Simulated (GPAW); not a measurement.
The system is CsPbCl3.

```
CELL_PARAMETERS angstrom
5.60500 0.00000 0.00000
0.00000 5.60500 0.00000
0.00000 0.00000 5.60500
ATOMIC_POSITIONS crystal
Pb 0.50000 0.50000 0.50000
Cs 0.00000 0.00000 0.00000
Cl 0.50000 0.00000 0.50000
Cl 0.00000 0.50000 0.50000
Cl 0.50000 0.50000 0.00000
```

Base run:

* Program: GPAW 26.7.0
* Functional: AM05
* Potentials or basis: PAW data sets generated in the run's folder for this functional
* Cutoff: 450 eV
* Basis: pw
* k mesh: 4 × 4 × 4
* Occupations: fermi-dirac, width 0.001 eV
* Spin: no spin polarisation

Its results: band gap on the k mesh 1.82 eV, direct.

Task: After a change of settings the same cell gave: band gap on the k mesh 1.74 eV, direct. Which change was it?
A. functional from AM05 to PBEsol
B. functional from AM05 to GLLB-SC; potentials or basis from PAW data sets generated in the run's folder for this functional to the program's PAW data sets (release 1.2.1) made for this functional
C. functional from AM05 to RPBE; potentials or basis from PAW data sets generated in the run's folder for this functional to the program's PAW data sets (release 1.2.1) made for this functional

Result: A.

Caveats: the long-wavelength limit can be off by a per cent or two; spin-orbit coupling is left out, which as a rule narrows the gap of such compounds by several tenths of an eV; an odd mesh through Γ misses points on the zone boundary, where band edges often lie.
